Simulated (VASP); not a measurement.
A calculation with VASP 6.6.1 of Bi (native input, structure from a POSCAR):

INCAR

```
SYSTEM = Bi
  ALGO = Fast
  EDIFF = 1E-6
  ENCUT = 500
  GGA = CA
  ISIF = 2
  ISMEAR = 0
  LASPH = .TRUE.
  LCHARG = .TRUE.
  LELF = .TRUE.
  LREAL = .FALSE.
  LVHAR = .TRUE.
  LWAVE = .FALSE.
  NBANDS = 12
  NELM = 80
  PREC = Accurate
  SIGMA = 0.02
```

The input KPOINTS:

```
k-points
0
G
  7 7 7
  0 0 0
```

POSCAR

```
Bi
1.0
    2.2675000000      1.3091417354      3.9380000000
   -2.2675000000      1.3091417354      3.9380000000
    0.0000000000     -2.6182834708      3.9380000000
Bi
2
Direct
    0.7660000000      0.7660000000      0.7660000000
    0.2340000000      0.2340000000      0.2340000000
```

Potentials or basis: VASP PAW LDA potentials, release 64 (Bi).

The run is started by

```bash
$ cat potpaw_LDA.64/Bi/POTCAR > POTCAR
$ mpirun -np 1 vasp_std > vasp.out
```

Write the same calculation in another form: ASE script, structure from a POSCAR.

As run:

The input run.py:

```python
from ase.calculators.vasp import Vasp
from ase.dft.bandgap import bandgap
from ase.io import read

atoms = read('POSCAR')
calc = Vasp(
    directory='calc',
    xc='lda',
    pp='LDA',
    setups='minimal',
    prec='Accurate',
    encut=500,
    ediff=1e-07,
    ismear=0,
    sigma=0.02,
    lreal=False,
    lasph=True,
    nelm=80,
    algo='Normal',
    isif=2,
    lwave=False,
    lcharg=False,
    kpts=[7, 7, 7],
    gamma=True,
)
atoms.calc = calc

print('energy (eV):', atoms.get_potential_energy())
print('free energy (eV):', atoms.get_potential_energy(force_consistent=True))
print('forces (eV/A):')
print(atoms.get_forces())
print('stress (eV/A^3, Voigt):', atoms.get_stress())
print('Fermi level (eV):', calc.get_fermi_level())
gap, top, bottom = bandgap(calc)
print('band gap (eV):', gap, 'from (spin, k, band)', top, 'to', bottom)
```

POSCAR

```
Bi
1.0
    2.2675000000      1.3091417354      3.9380000000
   -2.2675000000      1.3091417354      3.9380000000
    0.0000000000     -2.6182834708      3.9380000000
Bi
2
Direct
    0.7660000000      0.7660000000      0.7660000000
    0.2340000000      0.2340000000      0.2340000000
```

Potentials or basis: VASP PAW LDA potentials, release 64 (Bi).

Command:

```sh
$ python run.py
```

Both were run:

|  | native input, structure from a POSCAR | ASE script, structure from a POSCAR |
| --- | --- | --- |
| Pressure | -1.4 GPa | -1.4 GPa |
| Largest force | 0.090 eV/Å | 0.090 eV/Å |
| Band gap on the k mesh | 0.27 eV, indirect (least direct gap 0.53 eV) | 0.27 eV, indirect (least direct gap 0.53 eV) |

Keys that steer only the numerical path or the files written may differ.

Caveat: spin-orbit coupling is left out, which as a rule narrows the gap of such compounds by several tenths of an eV; an odd mesh through Γ misses points on the zone boundary, where band edges often lie.
